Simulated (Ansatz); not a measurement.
**Ag: checking dH/dP = V**

The calculation used DFT PBEsol, scalar-relativistic, plane waves, PAW in Ansatz. Run with 420 eV cutoff, 18×18×18 k-mesh, Gaussian smearing of 0.10 eV, no spin polarisation.

Reference structure (relaxed):

```yaml
crystal:
  lattice:
    - [1.43437, 0.82813, 7.01967]
    - [-1.43437, 0.82813, 7.01967]
    - [0.00000, -1.65627, 7.01967]
  atoms:
    - { symbol: Ag, position: [0.00000, 0.00000, 0.00000] }
    - { symbol: Ag, position: [0.77769, 0.77769, 0.77769] }
    - { symbol: Ag, position: [0.22231, 0.22231, 0.22231] }
```

Cell and atoms were relaxed at each target pressure within the start's symmetry (R-3m), at zero temperature; other phases can be more stable under pressure. H = E + PV with P the target; E is the free energy at the smearing used, whose derivative the pressure is, per atom and counted from zero pressure.

```tsv
P (GPa)	V (Å³/atom)	E − E0 (meV)	H − H0 (meV)
0	16.677	0.0	0.0
2	16.410	1.6	206.5
5	16.055	9.3	510.3
10	15.556	32.4	1003.3
20	14.783	103.5	1948.8
40	13.717	298.3	3722.9
```

**Question.** Thermodynamics gives dH/dP = V along a relaxed path. Integrate V over P by the trapezoid rule and compare with the computed enthalpies.

**Answer.** With 1 eV/Å³ = 160.22 GPa, each step adds the mean volume times ΔP / 160.22:
| P (GPa) | ∫V dP (meV) | H − H0 (meV) | difference (meV) |
| --- | --- | --- | --- |
| 2 | 206.5 | 206.5 | 0.0 |
| 5 | 510.4 | 510.3 | 0.1 |
| 10 | 1003.7 | 1003.3 | 0.4 |
| 20 | 1950.5 | 1948.8 | 1.7 |
| 40 | 3729.3 | 3722.9 | 6.4 |

V(P) curves upward, so the trapezoid rule runs high; integrating a smooth curve through the same points (P as a polynomial of degree 4 in ln V) puts that excess at about 6.3 meV at 40 GPa, against the 6.4 meV found.

**Question.** At 40 GPa, how much of the enthalpy change is stored energy and how much is the PV term?

**Answer.** E rises by 298 meV/atom and PV is 40 × 13.717 / 160.22 = 3425 meV/atom, so PV makes 92 % of ΔH. So between rival structures at high pressure a small difference in volume can outweigh the difference in energy: 1 % of this volume is worth 34.2 meV/atom at this pressure.

**Question.** What bulk modulus do the lowest pressures give?

**Answer.** From the pressures that the runs reached, -2.00 GPa (16.977 Å³) and 2.00 GPa (16.410 Å³), B = −ΔP/Δln V = 4.00 / 0.0340 = 118 GPa, a mean over that range.

This form isn't the element's structure at ambient conditions.